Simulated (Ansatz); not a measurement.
# AgI (zincblende type): how the settings move a single-point run

Question: which choices in the input matter for AgI (zincblende type)?

Computed with Ansatz 0.2.0 (reference: DFT, PBEsol, PAW with Ansatz's default frozen-core files, scalar-relativistic, unless a step's input says otherwise).

1 further run of the same task is left out (it didn't finish). Runs told in other sessions of the task aren't counted.

### 1 Starting point

It takes space group F-43m (No. 216, cubic). Conventional cell: a = 5.729 Å, b = 5.729 Å, c = 5.729 Å, α = 90.00°, β = 90.00°, γ = 90.00°. Around Ag (site symmetry -43m) lie 4 I at 2.48 Å. Around I (site symmetry -43m) lie 4 Ag at 2.48 Å.

Structure file:

```xyz
2
Lattice="0.0000 2.8645 2.8645 2.8645 0.0000 2.8645 2.8645 2.8645 0.0000" Properties=species:S:1:pos:R:3 pbc="T T T"
Ag    0.0000    0.0000    0.0000
I     1.4322    1.4322    1.4322
```

### 2 Baseline

input.yaml reads:

```yaml
crystal:
  lattice:
    - [0.0, 2.8644633053, 2.8644633053]
    - [2.8644633053, 0.0, 2.8644633053]
    - [2.8644633053, 2.8644633053, 0.0]
  atoms:
    - { symbol: Ag, position: [0.0, 0.0, 0.0] }
    - { symbol: I, position: [0.25, 0.25, 0.25] }
kpoints:
  mp_grid: { grid: [12, 12, 12] }
scf:
  occupations: { method: fermi_dirac, width: 0.05 }
hamiltonian:
  xc: pbesol
  pseudopotentials: { kind: paw }
output:
  forces: true
  stress: true
  eigenvalues: true
  populations: true
```

Run with:

```bash
> ansatz run input.yaml --threads 1 --pin off --max-ram 2048MiB --backend cpu --events-out ev --progress --plain --runs-dir out
```

### 3 Changed: eigensolver.kind davidson

Changes to input.yaml since step 2:

```diff
@@ -12,2 +12,3 @@
   occupations: { method: fermi_dirac, width: 0.05 }
+  eigensolver: { kind: davidson }
 hamiltonian:
```

Q: Predict the outcome of this session. Wanted: for each run, ending; energy change; pressure; gap; force.

**Answer**, as computed:

| run | ending | energy change | pressure (GPa) | gap (eV) | force (eV/Å) | cycles | time |
| --- | --- | --- | --- | --- | --- | --- | --- |
| reference | converged | 0 | 31.7 | 1.23 | 0.00 | 6 | 7.9 s |
| 1: eigensolver.kind davidson | converged | 0.0 meV/atom | 31.7 | 1.23 | 0.00 | 6 | 11 s |

Residual by cycle in the longest SCF loop of each run; runs are numbered as in the table. The quantity is the density residual dr2, in eV.

```
cycle  reference    run 1
    1     0.0275   0.0298
    2    0.00711  0.00852
    3     2.7e-4   2.1e-4
    4     1.2e-5   1.4e-5
    5     2.0e-7   1.5e-7
    6     9.5e-9   2.1e-8
```

Energy and cycle count are those of the reference, so the change (solver) left the result and the number of cycles as they were. The structure is not at rest: the sound run finds 32 GPa, so these are no properties of the relaxed crystal.  The gap of the reference lacks spin-orbit coupling, though the cell holds I.
